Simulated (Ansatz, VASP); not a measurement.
## Sb: VASP beside Ansatz

Contents of INCAR:

```
SYSTEM = Sb
ALGO = Normal
EDIFF = 1E-8
ENCUT = 520
GGA = PE
ISIF = 2
ISMEAR = -1
LASPH = .True.
LCHARG = .False.
LEFG = .True.
LREAL = .False.
LWAVE = .False.
NBANDS = 8
NELM = 60
PREC = Accurate
SIGMA = 0.05
```

Contents of KPOINTS:

```
k-points
0
Gamma
  19 19 19
  0 0 0
```

POSCAR

```
Sb
1.0
   -1.5501500000      1.5501500000      2.4800000000
    1.5501500000     -1.5501500000      2.4800000000
    1.5501500000      1.5501500000     -2.4800000000
Sb
1
Direct
    0.0000000000      0.0000000000      0.0000000000
```

Input for Ansatz:

```yaml
crystal:
  lattice:
    - [-1.55015, 1.55015, 2.48]
    - [1.55015, -1.55015, 2.48]
    - [1.55015, 1.55015, -2.48]
  atoms:
    - { symbol: Sb, position: [0.0, 0.0, 0.0] }
kpoints:
  mp_grid: { grid: [19, 19, 19] }
scf:
  occupations: { method: fermi_dirac, width: 0.05 }
hamiltonian:
  xc: pbe
  pseudopotentials: { kind: paw }
output:
  forces: true
  stress: true
  eigenvalues: true
  efg: { contact_densities: true }
```

Change from the starting cell: equal xx and yy strain of +3 %, PAW files.

Alike in both runs: task electric field gradients; functional PBE; k mesh 19 × 19 × 19; occupations fermi-dirac, width 0.05 eV; no spin polarisation.

|  | VASP | Ansatz |
| --- | --- | --- |
| version | VASP 6.6.1 | Ansatz 0.2.0 |
| potentials or method | VASP PAW PBE potentials, release 64 (Sb) | PAW with Ansatz's default frozen-core files, scalar-relativistic |
| plane-wave cutoff (eV) | 520 | 420 |
| valence electrons in the cell | 5 | 15 |

|  | VASP | Ansatz | Ansatz less VASP |
| --- | --- | --- | --- |
| pressure (GPa) | 11.7 | 11.8 | +0.10 |
| largest component of the traceless stress (GPa) | 0.21 | 0.26 | +0.044 |
| Vzz of the field gradient on the site that differs most (V/Å²) | 31.2 | 31.8 | +0.59 |

The functional is the same, so the differences come from potentials, cutoffs and numerics. The two sets of potentials don't hold the same shells in valence. Ansatz warned: «gradients_without_spin_orbit».

The runs have no spin-orbit coupling, so splittings on Sb are missing.
